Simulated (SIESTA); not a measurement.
Crystal: BP.

```xyz
2
Lattice="0.0000 2.2690 2.2690 2.2690 0.0000 2.2690 2.2690 2.2690 0.0000" Properties=species:S:1:pos:R:3 pbc="T T T"
P     3.4035    3.4035    3.4035
B     0.0000    0.0000    0.0000
```

Base run:

| Quantity | Value |
| --- | --- |
| Program | SIESTA 5.4.2 |
| Functional | PBE |
| Potentials or basis | PseudoDojo 0.4 standard (PBE files) |
| Basis | TZDP (energy shift 0.003 Ry) |
| Grid cutoff | 500 Ry |
| Energy shift | 0.003 Ry |
| k mesh | 10 × 10 × 10 |
| Occupations | fermi-dirac, width 0.05 eV |
| Spin | no spin polarisation |

Its results: band gap on the k mesh 1.30 eV, indirect (least direct gap 3.42 eV); pressure 2.0 GPa.

**Question.** The run is repeated on the same cell with these changes: basis from TZDP (energy shift 0.003 Ry) to TZP (energy shift 0.003 Ry). What comes out?

**Answer.** Band gap on the k mesh 1.29 eV, indirect (least direct gap 3.43 eV); pressure 3.0 GPa.

Caveats: the basis of atomic orbitals isn't converged, which shifts pressures, moduli and gaps.
